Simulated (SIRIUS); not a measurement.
# KI under changes of volume

One of the cells (40.300 Å³/atom); the others are scaled copies at fixed shape and fractional positions:

```
I K
1.0
     4.31962    0.00000    0.00000
     0.00000    4.31962    0.00000
     0.00000    0.00000    4.31962
I K
1 1
Direct
  0.50000 0.50000 0.50000
  0.00000 0.00000 0.00000
```

Measurements of this composition are mostly on another form, of space group No. 225.

* Program: SIRIUS 7.12.0
* Functional: PBE
* Potentials or basis: all-electron FP-LAPW
* Cutoff: 149 eV
* Basis: apw+lo standard
* k mesh: 6 × 6 × 6
* Occupations: fermi-dirac, width 0.05 eV
* Spin: no spin polarisation

| volume (Å³/atom) | energy over the lowest point (meV/atom) | gap on the mesh (eV) |
| --- | --- | --- |
| 37.139 | ? | ? |
| 37.929 | 9.61 | 3.44 |
| 38.720 | 4.99 | 3.39 |
| 40.300 | 0.18 | 3.29 |
| 41.090 | 0.00 | 3.24 |
| 41.880 | 0.70 | 3.20 |

Task: What does the run at 37.139 Å³/atom give?

Result: Energy over the lowest point 15.93 meV/atom; gap on the mesh 3.50 eV.

Worked out: A Birch-Murnaghan fit of order 3 (a polynomial in V^(-2/3)) to the other rows has its minimum at 40.92 Å³/atom with B0 = V·E''(V) = 12.4 GPa and B' = 4.6. It gives 16.07 meV/atom at 37.139 Å³/atom, against the run's 15.93. A straight line through the other rows of the gap, of slope -2.45 eV per unit of ln V, extrapolates to 3.49 eV, against the run's 3.50.

Energies are extrapolated to zero smearing.

Caveats: spin-orbit coupling is left out, which moves the levels of the heavy elements.

A mesh can miss the band edges.
